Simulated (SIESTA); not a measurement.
Crystal: C.

```
C
1.0
     2.52210    0.00000    0.00000
    -1.26105    2.18420    0.00000
     0.00000    0.00000   12.35570
C
12
Direct
  0.66667 0.33333 0.35417
  0.33333 0.66667 0.85417
  0.66667 0.33333 0.14583
  0.33333 0.66667 0.64583
  0.66667 0.33333 0.47917
  0.33333 0.66667 0.97917
  0.66667 0.33333 0.02083
  0.33333 0.66667 0.52083
  0.00000 0.00000 0.81250
  0.00000 0.00000 0.31250
  0.00000 0.00000 0.68750
  0.00000 0.00000 0.18750
```

This is a hexagonal form of diamond, not graphite.

Base run:

- Program: SIESTA 5.4.2
- Functional: PBE
- Potentials or basis: PseudoDojo 0.4 standard (PBE files)
- Basis: DZP (energy shift 0.003 Ry)
- Grid cutoff: 500 Ry
- Energy shift: 0.003 Ry
- k mesh: 12 × 12 × 3
- Occupations: fermi-dirac, width 0.05 eV
- Spin: no spin polarisation

Its results: band gap on the k mesh 4.53 eV, indirect (least direct gap 5.40 eV); pressure 10.6 GPa; largest force 0.345 eV/Å.

Question: The run is repeated on the same cell with these changes: basis from DZP (energy shift 0.003 Ry) to DZP (energy shift 0.005 Ry); energy shift from 0.003 Ry to 0.005 Ry. What comes out?

Answer: Band gap on the k mesh 4.52 eV, indirect (least direct gap 5.39 eV); pressure 9.5 GPa; largest force 0.335 eV/Å.

Caveats: the basis of atomic orbitals isn't converged, which shifts pressures, moduli and gaps; an odd mesh through Γ misses points on the zone boundary, where band edges often lie (some runs).

Not every run made on this cell is shown here.
